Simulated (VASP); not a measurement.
## P: single point with PBE

Crystal: P.

```
CELL_PARAMETERS angstrom
1.64774 -5.46504 0.00000
1.64774 5.46504 0.00000
0.00000 0.00000 4.54364
ATOMIC_POSITIONS crystal
P 0.90414 0.09586 0.58882
P 0.09586 0.90414 0.41118
P 0.59586 0.40414 0.08882
P 0.40414 0.59586 0.91118
```

```
Program             : VASP 6.6.1
Task                : single point
Functional          : PBE
Potentials or basis : VASP PAW PBE potentials, release 64 (P)
Cutoff              : 520 eV
k mesh              : 8 × 8 × 6
Occupations         : gaussian, width 0.021 eV
Spin                : no spin polarisation
```

```json
{
  "Pressure": "1.7 GPa",
  "Largest force": "0.287 eV/Å",
  "Band gap on the k mesh": "0.11 eV, direct"
}
```

Forces on the atoms (eV/Å):
```
P    0.000  0.128 -0.257
P    0.000 -0.128  0.257
P    0.000 -0.128 -0.257
P    0.000  0.128  0.257
```

Stress tensor (GPa, compression positive):
```
1.52 0.00 0.00
0.00 1.64 0.00
0.00 0.00 1.87
```

Levels at points of the mesh, in eV from the valence-band top:
| k point | band 6 | band 7 | band 8 | band 9 | band 10 | band 11 | band 12 | band 13 | band 14 |
| --- | --- | --- | --- | --- | --- | --- | --- | --- | --- |
| (0.00, 0.00, 0.00) | -4.91 | -4.08 | -2.79 | -2.59 | -1.23 | 0.56 | 1.00 | 1.89 | 2.81 |
| (0.50, 0.00, 0.00) | -5.60 | -3.41 | -3.41 | -2.67 | -2.67 | 0.65 | 0.65 | 1.47 | 1.47 |
| (0.50, 0.50, 0.00) | -5.52 | -4.17 | -2.43 | -1.60 | 0.00 | 0.11 | 0.77 | 2.10 | 2.70 |
| (0.00, 0.00, 0.50) | -4.41 | -3.29 | -3.29 | -1.68 | -1.68 | 1.42 | 1.42 | 2.88 | 2.88 |
| (0.50, 0.00, 0.50) | -5.68 | -5.33 | -5.33 | -1.83 | -1.83 | 1.65 | 1.65 | 3.41 | 3.41 |
| (0.50, 0.50, 0.50) | -3.32 | -2.80 | -2.80 | -1.99 | -1.99 | 1.40 | 1.40 | 2.56 | 2.56 |

Wall time 110 s on 1 thread of Intel(R) Xeon(R) Platinum 8259CL CPU @ 2.50GHz (Skylake/Cascade Lake), with other jobs on the host, peak memory 0.26 GiB.

A k mesh can miss the band edges.
